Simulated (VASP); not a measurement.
Here is a VASP 6.6.1 calculation.

File INCAR:

```
SYSTEM = InAs
ALGO     = Normal         ! electronic algorithm
EDIFF    = 1E-7           ! SCF threshold, eV
ENCUT    = 520            ! plane-wave cutoff, eV
GGA      = PE             ! functional
ISIF     = 2              ! what is computed and relaxed
ISMEAR   = 0              ! smearing method
LASPH    = .True.         ! aspherical terms in the spheres
LCHARG   = .False.        ! write CHGCAR
LREAL    = .False.        ! projectors in reciprocal space
LWAVE    = .False.        ! write WAVECAR
NBANDS   = 16             ! bands
NELM     = 60             ! most SCF steps
PREC     = Accurate       ! precision mode
SIGMA    = 0.028000000000000004 ! smearing width, eV
```

The input KPOINTS:

```
k-points
0
Gamma
  8 8 8
  0 0 0
```

Contents of POSCAR:

```
InAs
1.0
    0.0000000000      3.0180000000      3.0180000000
    3.0180000000      0.0000000000      3.0180000000
    3.0180000000      3.0180000000      0.0000000000
In As
1 1
Direct
    0.0000000000      0.0000000000      0.0000000000
    0.7500000000      0.7500000000      0.7500000000
```

Potentials or basis: VASP PAW PBE potentials, release 64 (In_d, As).

The run is started by

```sh
$ cat potpaw_PBE.64/In_d/POTCAR potpaw_PBE.64/As/POTCAR > POTCAR
$ mpirun -np 1 vasp_std > vasp.out
```

Problem. What does it give for the pressure?

Solution. 4.4 GPa.

Problem. Predict the band gap on the k mesh.

Solution. None (metal or under the smearing width).

Caveat: this crystal is a semiconductor, whose small gap the functional closes, so the metal is an error of the method.

**Measured values to compare with.**

A printed reference work, data compilation reports, for a bulk crystal of InAs at 4.2 K: band gap 0.418 eV (direct).

Against the measured gap of InAs, 0.418 eV (direct; 4.2 K; a printed reference work, data compilation), the calculated 0.00 eV is off by -0.42 eV. Spin-orbit coupling on As, In is left out. The value is that of PBE on a finite k mesh, which can miss the band edges, without temperature or zero-point motion. Semilocal functionals fall short of measured gaps as a rule.
